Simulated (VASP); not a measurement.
A run of VASP 6.6.1 is set up as follows.

File INCAR:

```
SYSTEM = GaN
PREC = Accurate
ENCUT = 520
EDIFF = 1E-7
ISMEAR = 0
SIGMA = 0.02
LREAL = .FALSE.
LASPH = .TRUE.
NELM = 80
ALGO = Normal
ISIF = 3
LWAVE = .FALSE.
LCHARG = .FALSE.
GGA = PE
IBRION = 2
NSW = 80
EDIFFG = -0.002
```

Contents of KPOINTS:

```
regular mesh
0
G
  12 12 6
  0 0 0
```

Contents of POSCAR:

```
GaN                                     
1.0
    3.2469725065      0.0000000000      0.0000000000
   -1.6234862533      2.8119606718     -0.0000000000
   -0.0000000000      0.0000000000      5.2810278190
  Ga              N             
     2     2
Direct
     0.3333333300000021    0.6666666699999979    0.9989539820403242
     0.6666666699999979    0.3333333300000021    0.4989539820403240
     0.3333333300000021    0.6666666699999979    0.3760460179596760
     0.6666666699999979    0.3333333300000021    0.8760460179596758
```

Potentials or basis: VASP PAW PBE potentials, release 64 (Ga, N).

The run is started by

```console
$ cat potpaw_PBE.64/Ga/POTCAR potpaw_PBE.64/N/POTCAR > POTCAR
$ mpirun -np 1 vasp_std > vasp.out
```

(1) Estimate the band gap on the k mesh.

(2) Predict the relaxed volume.

(3) Estimate the space group after relaxing (to 0.05 Å).

## Answers

(1) 1.63 eV, direct.

(2) 12.06 Å³/atom.

(3) P6_3mc (No. 186).
